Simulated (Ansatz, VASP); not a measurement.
ZrC in VASP and in Ansatz

```
Zr C
1.0
     3.39148    0.00000    0.00000
    -1.69574    2.93710    0.00000
     0.00000    0.00000    5.29005
Zr C
2 2
Direct
  0.33333 0.66667 0.25000
  0.66667 0.33333 0.75000
  0.00000 0.00000 0.00000
  0.00000 0.00000 0.50000
```

Alike in both runs: task single point; functional r2SCAN; k mesh 6 × 6 × 4; occupations gaussian, width 0.1 eV; no spin polarisation.

```csv
,VASP,Ansatz
version,VASP 6.6.1,Ansatz 0.2.0
potentials or method,"VASP PAW PBE potentials, release 64 (Zr_sv, C)","scalar-relativistic, plane waves, PAW"
plane-wave cutoff (eV),520,500
valence electrons in the cell,32,32
```

VASP gave:

| Item | Value |
| --- | --- |
| gap on the k mesh at the Fermi level (eV) | none |
| pressure (GPa) | -2.0 |
| largest component of the traceless stress (GPa) | 3.65 |

**Question.** Estimate Ansatz's values.

**Answer.** gap on the k mesh at the Fermi level (eV): none; pressure (GPa): -2.2; largest component of the traceless stress (GPa): 3.64.

A gap of «none» marks a metal or a gap that the smearing closes.

Caveats: the PAW data sets were made with another functional, which shifts forces and pressure a little (VASP).
